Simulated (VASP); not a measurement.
# BP (F-43m) in VASP: a series of runs, part 2 of 2

VASP 6.6.1.

## 3. Dielectric tensor, LDA

File INCAR:

```
  PREC = Accurate
  ENCUT = 350
  EDIFF = 1E-7
  ISMEAR = 0
  SIGMA = 0.01
  LREAL = False
  LASPH = True
  NELM = 100
  ALGO = Normal
  ISIF = 2
  LWAVE = False
  LCHARG = False
  LEPSILON = True
```

File KPOINTS:

```
Automatic mesh
0
Gamma
  8 8 8
```

File POSCAR:

```
BP
1.0
    0.0000000000      2.2690000000      2.2690000000
    2.2690000000      0.0000000000      2.2690000000
    2.2690000000      2.2690000000      0.0000000000
P B
1 1
Direct
    0.7500000000      0.7500000000      0.7500000000
    0.0000000000      0.0000000000      0.0000000000
```

Potentials or basis: VASP PAW LDA potentials, release 64 (P, B).

Command:

```sh
cat potpaw_LDA.64/P/POTCAR potpaw_LDA.64/B/POTCAR > POTCAR
mpirun -np 1 vasp_std > vasp.out
```

OUTCAR:

```text
PREC = Accurate
   ENCUT = 350
   EDIFF = 1E-7
   ISMEAR = 0
   LREAL = False
   LASPH = True
   NELM = 100
   ISIF = 2
   LEPSILON = True

 Found     29 irreducible k-points:

 Following reciprocal coordinates:
            Coordinates               Weight
  0.000000  0.000000  0.000000      1.000000
  0.125000  0.000000  0.000000      8.000000
  0.250000  0.000000  0.000000      8.000000
  0.375000  0.000000  0.000000      8.000000
  0.500000  0.000000  0.000000      4.000000
  0.125000  0.125000  0.000000      6.000000
   k-points           NKPTS =     29   k-points in BZ     NKDIM =     29   number of bands    NBANDS=      8
   number of dos      NEDOS =    301   number of ions     NIONS =      2
   total plane-waves  NPLWV =   8000
   dimension x,y,z NGX =    20 NGY =   20 NGZ =   20
   dimension x,y,z NGXF=    40 NGYF=   40 NGZF=   40
   ions per type =               1   1
   NGX,Y,Z   is equivalent  to a cutoff of  10.36, 10.36, 10.36 a.u.
   NGXF,Y,Z  is equivalent  to a cutoff of  20.72, 20.72, 20.72 a.u.
 SYSTEM =  unknown system
   PREC   = accura    normal or accurate (medium, high low for compatibility)
   ISTART =      0    job   : 0-new  1-cont  2-samecut
   ICHARG =      2    charge: 1-file 2-atom 10-const
   ISPIN  =      1    spin polarized calculation?
   LNONCOLLINEAR =      F non collinear calculations
   LSORBIT =      F    spin-orbit coupling
   LASPH  =      T    aspherical Exc in radial PAW
   ENCUT  =  350.0 eV  25.72 Ry    5.07 a.u.   4.89  4.89  4.89*2*pi/ulx,y,z
   NELM   =    100;   NELMIN=  2; NELMDL= -5     # of ELM steps
   EDIFF  = 0.1E-06   stopping-criterion for ELM
   LREAL  =      F    real-space projection
   EDIFFG = 0.1E-05   stopping-criterion for IOM
   NSW    =      0    number of steps for IOM
   IBRION =     -1    ionic relax: 0-MD 1-quasi-New 2-CG
   NFREE  =      0    steps in history (QN), initial steepest desc. (CG)
   ISIF   =      2    stress and relaxation
   ISYM   =      2    0-nonsym 1-usesym 2-fastsym
   POTIM  = 0.5000    time-step for ionic-motion
   TEBEG  =    0.0;   TEEND  =   0.0 temperature during run
   PSTRESS=    0.0 pullay stress
   NELECT =       8.0000    total number of electrons
   NUPDOWN=      -1.0000    fix difference up-down
   EMIN   =  10.00;   EMAX   =-10.00  energy-range for DOS
   EFERMI =   0.00;   METHOD = LEGACY
   ISMEAR =     0;   SIGMA  =   0.01  broadening in eV -4-tet -1-fermi 0-gaus
   EFERMI_NEDOS =   21; number of points for ismear=-14 and -15
   IALGO  =     38    algorithm
   IMIX   =      4    mixing-type and parameters
     AMIX     =   0.40;   BMIX     =  1.00
     AMIX_MAG =   1.60;   BMIX_MAG =  1.00
  volume/ion in A,a.u.               =      11.68        78.83
  Fermi-wavevector in a.u.,A,eV,Ry     =   1.145320  2.164342 17.847562  1.311759
  Thomas-Fermi vector in A             =   2.282009
   LORBIT       =      0    0 simple, 1 ext, 2 COOP (PROOUT), +10 PAW based schemes
   GGA     = CA    functional components
   LHFCALC =     F    Hartree Fock is set to
   AEXX    =    0.0000 exact exchange contribution
   IVDW    =     0    specifies the selected vdW correction
   LEPSILON=     T    determine dielectric tensor
   LRPA    =     F    only Hartree local field effects (RPA)
 non-spin polarized calculation
 Gauss-broadening in eV      SIGMA  =   0.01
  energy-cutoff  :      350.00
  volume of cell :       23.36
 maximum number of plane-waves:       360
[... 81 lines left out ...]
  FORCE on cell =-STRESS in cart. coord.  units (eV):
  Direction    XX          YY          ZZ          XY          YZ          ZX
  --------------------------------------------------------------------------------------
  -------------------------------------------------------------------------------------
  Total       -0.8066543     -0.8066543     -0.8066543      0.0000000     -0.0000000     -0.0000000
  in kB      -55.3177547    -55.3177547    -55.3177547      0.0000000     -0.0000000     -0.0000000
  external PRESSURE =     -55.3177547 kB  Pullay stress =       0.0000000 kB

 VOLUME and BASIS-vectors are now :
 -----------------------------------------------------------------------------
  energy-cutoff  :      350.00
  volume of cell :       23.36
      direct lattice vectors                 reciprocal lattice vectors
     0.000000000  2.269000000  2.269000000    -0.220361393  0.220361393  0.220361393
     2.269000000  0.000000000  2.269000000     0.220361393 -0.220361393  0.220361393
     2.269000000  2.269000000  0.000000000     0.220361393  0.220361393 -0.220361393

 POSITION                                       TOTAL-FORCE (eV/Angst)
 -----------------------------------------------------------------------------------
      3.40350      3.40350      3.40350         0.000000      0.000000      0.000000
      0.00000      0.00000      0.00000        -0.000000     -0.000000     -0.000000
 -----------------------------------------------------------------------------------
    total drift:                               -0.000000     -0.000000     -0.000000

  FREE ENERGIE OF THE ION-ELECTRON SYSTEM (eV)
  ---------------------------------------------------
  free  energy   TOTEN  =       -14.3820953759 eV

  energy  without entropy=      -14.3820953759  energy(sigma->0) =      -14.38209538

 HEAD OF MICROSCOPIC STATIC DIELECTRIC TENSOR (INDEPENDENT PARTICLE, excluding Hartree and local field effects)
 ------------------------------------------------------
           9.990344    -0.000000    -0.000000
           0.000000     9.990344    -0.000000
           0.000000     0.000000     9.990344
 ------------------------------------------------------

 Free energy of the ion-electron system (eV)
  ---------------------------------------------------
  ---------------------------------------------------
  free energy    TOTEN  =        -0.58181815 eV

  energy without entropy =       -0.58181815

------------------------ aborting loop because EDIFF is reached ----------------------------------------

--------------------------------------- Ionic step        2  -------------------------------------------

------------------------ aborting loop because EDIFF is reached ----------------------------------------

--------------------------------------- Ionic step        3  -------------------------------------------

 Free energy of the ion-electron system (eV)
  ---------------------------------------------------
  ---------------------------------------------------
  free energy    TOTEN  =        -0.58181831 eV

  energy without entropy =       -0.58181831

------------------------ aborting loop because EDIFF is reached ----------------------------------------

 PIEZOELECTRIC TENSOR FIELD DIRECTION 3  (e Angst)
 -----------------------------------------------------------------------------
    -0.00032 -0.16704  0.00000           ( -0.00000 -0.07905  0.00000)
    -0.16704 -0.00032  0.00000           ( -0.07905 -0.00000  0.00000)
     0.00000  0.00000 -0.00024           (  0.00000  0.00000 -0.00000)

 PIEZOELECTRIC TENSOR FIELD DIRECTION 3  (C/m^2)
 -----------------------------------------------------------------------------
    -0.00022 -0.11455  0.00000
    -0.11455 -0.00022  0.00000
     0.00000  0.00000 -0.00016

 MACROSCOPIC STATIC DIELECTRIC TENSOR (including local field effects in DFT)
 ------------------------------------------------------
           9.530659     0.000000    -0.000000
           0.000000     9.530659     0.000000
          -0.000000    -0.000000     9.530659
 ------------------------------------------------------

 PIEZOELECTRIC TENSOR (including local field effects)  for field in x, y, z        (e  Angst)
          XX          YY          ZZ          XY          YZ          ZX
  --------------------------------------------------------------------------------
  x     0.00000     0.00000    -0.00000     0.00000    -0.16123     0.00000
  y    -0.00000     0.00000    -0.00000     0.00000     0.00000    -0.16123
  z     0.00000     0.00000     0.00000    -0.16123     0.00000     0.00000

 PIEZOELECTRIC TENSOR (including local field effects)  for field in x, y, z        (C/m^2)
          XX          YY          ZZ          XY          YZ          ZX
  --------------------------------------------------------------------------------
  x     0.00000     0.00000    -0.00000     0.00000    -0.11056     0.00000
  y    -0.00000     0.00000    -0.00000     0.00000     0.00000    -0.11056
  z     0.00000     0.00000     0.00000    -0.11056     0.00000     0.00000

 BORN EFFECTIVE CHARGES (including local field effects) (in |e|, cummulative output)
 ---------------------------------------------------------------------------------
 ion    1
    1     0.51407     0.00000    -0.00000
    2    -0.00000     0.51407    -0.00000
    3     0.00000     0.00000     0.51407
 ion    2
    1    -0.51407    -0.00000     0.00000
    2     0.00000    -0.51407     0.00000
    3    -0.00000    -0.00000    -0.51407
```

stdout:

```text
POSCAR found type information on POSCAR P B
 POSCAR found :  2 types and       2 ions
 scaLAPACK will be used
 LDA part: xc-table for (Slater(with rela. corr.)+CA(PZ))
 , standard interpolation
 POSCAR, INCAR and KPOINTS ok, starting setup
 FFT: planning ... GRIDC
 FFT: planning ... GRID_SOFT
 FFT: planning ... GRID
 WAVECAR not read
 entering main loop
 Linear response reoptimize wavefunctions to high precision
 Linear response G [H, r] |phi>, progress :
  Direction:   1
 Linear response G [H, r] |phi>, progress :
  Direction:   2
 Linear response G [H, r] |phi>, progress :
  Direction:   3
 Linear response to external field (no local field effect), progress :
  Direction:   1
 dielectric tensor                  component  1 :    12.260     6.173     1.233
 Linear response to external field (no local field effect), progress :
  Direction:   2
 dielectric tensor                  component  2 :     6.174    12.226    -1.409
 Linear response to external field (no local field effect), progress :
  Direction:   3
 dielectric tensor                  component  3 :     1.231    -1.408     5.485
 Linear response to external field, progress :
  Direction:   1
 dielectric tensor                  component  1 :     9.531     2.589     1.529
 Linear response to external field, progress :
  Direction:   2
 dielectric tensor                  component  2 :     2.494     9.531     1.339
 Linear response to external field, progress :
  Direction:   3
 dielectric tensor                  component  3 :     1.942     2.176     9.531
 Born effective charges drift removed
```

It took 16 s on 1 thread of Intel Xeon 6975P-C (Granite Rapids), shared host; peak memory 0.14 GiB.

The run converged, but some of its settings lie outside the range that counts as converged, so its numbers aren't taken as properties of the crystal.

What came out:

| Property | Result |
| --- | --- |
| Band gap on the k mesh | 1.22 eV, indirect (least direct gap 3.38 eV) |
| Electronic dielectric tensor (diagonal) | 9.53 |
| Born charges (mean of the diagonal) | P +0.51; B -0.51 e |

Caveat: the cutoff is under 1.25 times the usual one of these potentials, so pressure, stress and relaxed cells hold a basis-set (Pulay) error.

## 4. The reference run

An earlier run on the cell as given: functional PBEsol; potentials or basis VASP PAW PBE potentials, release 64 (P, B); cutoff 520 eV; k mesh 10 × 10 × 10; occupations fermi-dirac, width 0.05 eV; no spin polarisation.

- Pressure: -1.9 GPa
- Band gap on the k mesh: 1.13 eV, indirect (least direct gap 3.36 eV)
